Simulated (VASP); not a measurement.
Method: PBE GGA, VASP's PBE PAW potentials (set 64) (plane waves; VASP 6.6.1).

A VASP calculation is set up with these files.

POSCAR:
```
CsBr
1
    4.0745837627    -0.0000000000     0.0000000000
    0.0000000000     4.0745837627    -0.0000000000
   -0.0000000000    -0.0000000000     4.0745837627
Cs Br
1 1
Direct
  0.0000000000   0.0000000000   0.0000000000
  0.5000000000   0.5000000000   0.5000000000
```

INCAR:
```
# general
SYSTEM =CsBr
PREC   =Accurate
ENCUT  =500   # plane-wave cut-off (eV)
LREAL  =.False.
LASPH  =.True.   # aspherical one-centre terms

# electronic loop
EDIFF  =1E-6   # SCF stop (eV)
NELM   =100
ALGO   =Normal   # blocked Davidson
LMAXMIX=4   # l cut-off of mixed one-centre charges

# smearing
ISMEAR =0
SIGMA  =0.05

# functional
GGA    =PE

# ions
IBRION =2
NSW    =40   # most ionic steps
ISIF   =3   # ions, shape and volume
EDIFFG =-0.02
PSTRESS=50   # kbar

# output
LWAVE  =.False.
LCHARG =.False.
```

KPOINTS:
```
Automatic mesh
0
Gamma
 7 7 7
```

POTCAR, in this order: Cs_sv Br (PBE.64 set). Program: vasp_std.

Output

OSZICAR:
```
       N       E                     dE             d eps       ncg     rms          rms(c)
DAV:   1     0.918086828955E+02    0.91809E+02   -0.66820E+03   480   0.111E+03
DAV:   2     0.327672508573E+00   -0.91481E+02   -0.84515E+02   736   0.183E+02
DAV:   3    -0.598973921880E+01   -0.63174E+01   -0.62896E+01   604   0.529E+01
DAV:   4    -0.604666440431E+01   -0.56925E-01   -0.56902E-01   576   0.601E+00
DAV:   5    -0.604713253475E+01   -0.46813E-03   -0.46804E-03   588   0.515E-01    0.194E+00
DAV:   6    -0.584172931027E+01    0.20540E+00   -0.31251E-01   536   0.321E+00    0.116E+00
DAV:   7    -0.581014657653E+01    0.31583E-01   -0.17683E-01   600   0.239E+00    0.578E-01
DAV:   8    -0.581253144107E+01   -0.23849E-02   -0.10813E-02   560   0.748E-01    0.956E-02
DAV:   9    -0.581271646190E+01   -0.18502E-03   -0.10945E-03   572   0.249E-01    0.641E-02
DAV:  10    -0.581278892565E+01   -0.72464E-04   -0.14115E-04   548   0.849E-02    0.215E-02
DAV:  11    -0.581279651152E+01   -0.75859E-05   -0.38576E-05   580   0.449E-02    0.445E-03
DAV:  12    -0.581279604207E+01    0.46945E-06   -0.32657E-06   552   0.142E-02
   1 F= -.37016943E+01 E0= -.37016943E+01  d E =-.370169E+01
```

File OUTCAR:
```
------------------------ aborting loop because EDIFF is reached ----------------------------------------
  FORCE on cell =-STRESS in cart. coord.  units (eV):
  Direction    XX          YY          ZZ          XY          YZ          ZX
  --------------------------------------------------------------------------------------
  Total        2.0835824      2.0835824      2.0835824      0.0000000     -0.0000000      0.0000000
  in kB       49.3482212     49.3482212     49.3482212      0.0000000     -0.0000000      0.0000000
  external PRESSURE =      -0.6517788 kB  Pullay stress =      50.0000000 kB
  volume of cell :       67.65
      direct lattice vectors                 reciprocal lattice vectors
     4.074583763  0.000000000  0.000000000     0.245423842  0.000000000  0.000000000
     0.000000000  4.074583763  0.000000000     0.000000000  0.245423842  0.000000000
     0.000000000  0.000000000  4.074583763     0.000000000  0.000000000  0.245423842
 POSITION                                       TOTAL-FORCE (eV/Angst)
 -----------------------------------------------------------------------------------
      0.00000      0.00000      0.00000         0.000000      0.000000      0.000000
      2.03729      2.03729      2.03729         0.000000      0.000000      0.000000
 -----------------------------------------------------------------------------------
    total drift:                                0.000000      0.000000     -0.000000
  FREE ENERGIE OF THE ION-ELECTRON SYSTEM (eV)
  ---------------------------------------------------
  free  energy   TOTEN  =        -5.8127960421 eV

  energy  without entropy=       -5.8127960421  energy(sigma->0) =       -5.81279604
  enthalpy is  TOTEN    =        -3.7016942594 eV   P V=        2.1111017827

 reached required accuracy - stopping structural energy minimisation
```
(Selected blocks of OUTCAR.)

The compound is CsBr in the CsCl type structure. It was relaxed first under an external pressure of 5 GPa.
